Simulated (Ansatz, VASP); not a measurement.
One calculation of Sn, two programs

INCAR

```
SYSTEM = Sn
  PREC = Accurate
  ENCUT = 520
  EDIFF = 1E-7
  ISMEAR = -1
  SIGMA = 0.05
  LREAL = .FALSE.
  LASPH = .TRUE.
  NELM = 80
  ALGO = Normal
  ISIF = 2
  LWAVE = .FALSE.
  LCHARG = .TRUE.
  LELF = .TRUE.
  LVHAR = .TRUE.
  NBANDS = 13
```

KPOINTS

```
regular mesh
0
G
  10 10 10
  0 0 0
```

POSCAR

```
Sn
1.0
   -1.8690452773      1.8690452773      1.8690452773
    1.8690452773     -1.8690452773      1.8690452773
    1.8690452773      1.8690452773     -1.8690452773
Sn
1
Direct
    0.0000000000      0.0000000000      0.0000000000
```

Contents of input.yaml:

```yaml
crystal:
  lattice:
    - [-1.8690452773, 1.8690452773, 1.8690452773]
    - [1.8690452773, -1.8690452773, 1.8690452773]
    - [1.8690452773, 1.8690452773, -1.8690452773]
  atoms:
    - { symbol: Sn, position: [0.0, 0.0, 0.0] }
hamiltonian:
  xc: lda
  pseudopotentials: { kind: paw }
kpoints:
  mp_grid: { grid: [10, 10, 10] }
scf:
  occupations: { method: fermi_dirac, width: 0.05 }
output:
  forces: true
  stress: true
  eigenvalues: true
```

This isn't the form of Sn at room conditions, which is tetragonal (white tin).

Alike in both runs: task single point; functional LDA; k mesh 10 × 10 × 10; occupations fermi-dirac, width 0.05 eV; no spin polarisation.

```csv
,VASP,Ansatz
version,VASP 6.6.1,Ansatz 0.2.0
potentials or method,"VASP PAW LDA potentials, release 64 (Sn_d)",Ansatz PAW
plane-wave cutoff (eV),520,420
valence electrons in the cell,14,14
```

VASP gave:

```
gap on the k mesh at the Fermi level (eV) : none
pressure (GPa)                            : -1.7
```

**Question.** Estimate Ansatz's values.

**Answer.** gap on the k mesh at the Fermi level (eV): none; pressure (GPa): -1.6.

A gap of «none» marks a metal or a gap that the smearing closes.

Caveats: the PAW data sets come from PBE, with cores solved anew for the run's functional, which leaves a small shift of forces and pressure (Ansatz).
